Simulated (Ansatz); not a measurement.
# Ligand exchange: C2H5NO + GeH3(NH2) → CH4N2O + GeH3(CH3)

Gas-phase species: C2H5NO (acetamide) `CC(N)=O`, singlet; GeH3(NH2), singlet; CH4N2O `NC(N)=O`, singlet; GeH3(CH3) (methyl germane), singlet. The partners trade CH3 for NH2: C–CH3 and Ge–NH2 bonds give way to C–NH2 and Ge–CH3.

Shapes, held fixed at every level: PBE0-D4/def2-TZVP. Flexible molecules stand in one conformer, not always the lowest. Programs: Ansatz 0.2.0. The zero-point and thermal change to 298 K, harmonic and unscaled (PBE0-D4/def2-TZVP), is +1.0 kJ/mol.

Estimate ΔH(298 K) of this reaction.

The highest level, CCSD(T)/def2-TZVPP, gives ΔH(298 K) = -14.5 kJ/mol; the levels span -26.6 to -14.4. The column of differences is taken from that level and isn't an error. No measured value is set beside it here. Relativity is left out for Ge. Outer-core shells of Ge are correlated, in sets that cover them unevenly.

```csv
level,kind,ΔH(298 K) (kJ/mol),less CCSD(T)/def2-TZVPP
SPW92/def2-TZVPP,LDA,-26.6,-12.1
PBE-D4/def2-TZVPP,GGA,-20.2,-5.7
BHLYP-D4/def2-TZVPP,global hybrid,-17.3,-2.8
PBE0-D4/def2-TZVPP,global hybrid,-21.7,-7.2
wB97X-V/def2-TZVPP,range-separated hybrid,-17.1,-2.6
MP2/def2-TZVPP,perturbation theory,-14.4,+0.1
CCSD(T)/def2-SVP,coupled cluster or CI,-20.3,-5.8
CCSD(T)/def2-TZVPP,coupled cluster or CI,-14.5,0.0
```
